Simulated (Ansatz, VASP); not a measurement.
**Two plane-wave programs on AlN**

```
CELL_PARAMETERS angstrom
3.03600 0.00000 0.00000
-1.51800 2.62925 0.00000
0.00000 0.00000 4.81630
ATOMIC_POSITIONS crystal
Al 0.33333 0.66667 0.00028
Al 0.66667 0.33333 0.50028
N 0.33333 0.66667 0.38472
N 0.66667 0.33333 0.88472
```

Alike in both runs: functional PBE; k mesh 9 × 9 × 6; occupations gaussian, width 0.05 eV; no spin polarisation.

Ansatz relaxed the structure, and its values are those at the end. VASP's run is a single point on that final structure, the one shown.

|  | VASP | Ansatz |
| --- | --- | --- |
| version | VASP 6.6.1 | Ansatz 0.2.0 |
| potentials or method | VASP PAW PBE potentials, release 64 (Al, N) | scalar-relativistic, plane waves, PAW |
| plane-wave cutoff (eV) | 520 | 520 |
| valence electrons in the cell | 16 | 16 |

|  | VASP | Ansatz | Ansatz less VASP |
| --- | --- | --- | --- |
| gap on the k mesh at the Fermi level (eV) | 4.89 | 4.87 | -0.015 |
| least direct gap on the mesh (eV) | 4.89 | 4.87 | -0.015 |
| pressure (GPa) | 23.7 | 23.8 | +0.13 |
| rms of the force components (eV/Å) | 0.003 | 0.003 | +0.0004 |

The functional is the same, so the differences come from potentials, cutoffs and numerics. Ansatz warned: «stress_scf_threshold_loose».

Caveats: so large a pressure means that the cell lies far from this level's equilibrium, or that cutoff or potentials fall short (VASP); an odd mesh through Γ misses points on the zone boundary, where band edges often lie. PBE gaps usually lie below the measured ones, often by a third to a half.
